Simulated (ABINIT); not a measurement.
The system is PtS2.

```
CELL_PARAMETERS angstrom
3.54320 0.00000 0.00000
-1.77160 3.06850 0.00000
0.00000 0.00000 5.03880
ATOMIC_POSITIONS crystal
Pt 0.00000 0.00000 0.00000
S 0.66667 0.33333 0.77300
S 0.33333 0.66667 0.22700
```

Base run:

```yaml
Program: ABINIT 10.8.3 (patched build)
Functional: PBE
Potentials_or_basis: JTH PAW PBE v2.0
Cutoff: 544 eV
k_mesh: 9 × 9 × 5
Occupations: fermi-dirac, width 0.05 eV
Spin: no spin polarisation
```

Its results: band gap on the k mesh 0.98 eV, indirect (least direct gap 1.03 eV); pressure 12.3 GPa; largest force 1.367 eV/Å.

Task: The run is repeated on the same cell with these changes: k mesh from 9 × 9 × 5 to 12 × 12 × 6. What comes out?

Result: Band gap on the k mesh 0.80 eV, indirect (least direct gap 1.10 eV); pressure 12.3 GPa; largest force 1.368 eV/Å.

Caveats: spin-orbit coupling is left out, which moves the levels of the heavy elements; forces of over 1 eV/Å show positions far from the minimum, so gaps and moduli don't describe the material at rest.
